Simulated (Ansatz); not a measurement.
**GaAs under changes of volume**

One of the cells (22.590 Å³/atom); the others are scaled copies at fixed shape and fractional positions:

```xyz
2
Lattice="0.0000 2.8268 2.8268 2.8268 0.0000 2.8268 2.8268 2.8268 0.0000" Properties=species:S:1:pos:R:3 pbc="T T T"
As    4.2403    4.2403    4.2403
Ga    0.0000    0.0000    0.0000
```

* Program: Ansatz 0.2.0
* Functional: PBE
* Potentials or basis: Ansatz PAW
* Cutoff: 420 eV (not typed: the program's choice for these potentials)
* k mesh: 8 × 8 × 8
* Occupations: fermi-dirac, width 0.05 eV
* Spin: no spin polarisation

```csv
volume (Å³/atom),energy over the lowest point (meV/atom),pressure (GPa),gap on the mesh (eV)
21.234,59.66,8.7,0.99
21.686,38.09,6.7,0.83
22.138,21.87,4.9,0.67
22.590,10.42,3.3,0.52
23.041,3.28,1.8,0.37
23.493,0.00,0.6,0.23
23.945,?,?,?
```

Task: What does the run at 23.945 Å³/atom give?

Result: Energy over the lowest point 0.12 meV/atom; pressure -0.6 GPa; gap on the mesh 0.09 eV.

Worked out: A Birch-Murnaghan fit of order 3 (a polynomial in V^(-2/3)) to the other rows has its minimum at 23.69 Å³/atom, just outside them, with B0 = V·E''(V) = 62 GPa and B' = 4.5. It gives 0.19 meV/atom at 23.945 Å³/atom, against the run's 0.12, and -dE/dV = -0.6 GPa, against -0.6.

Energies are extrapolated to zero smearing.

A mesh can miss the band edges. Spin-orbit coupling on As, Ga is left out.
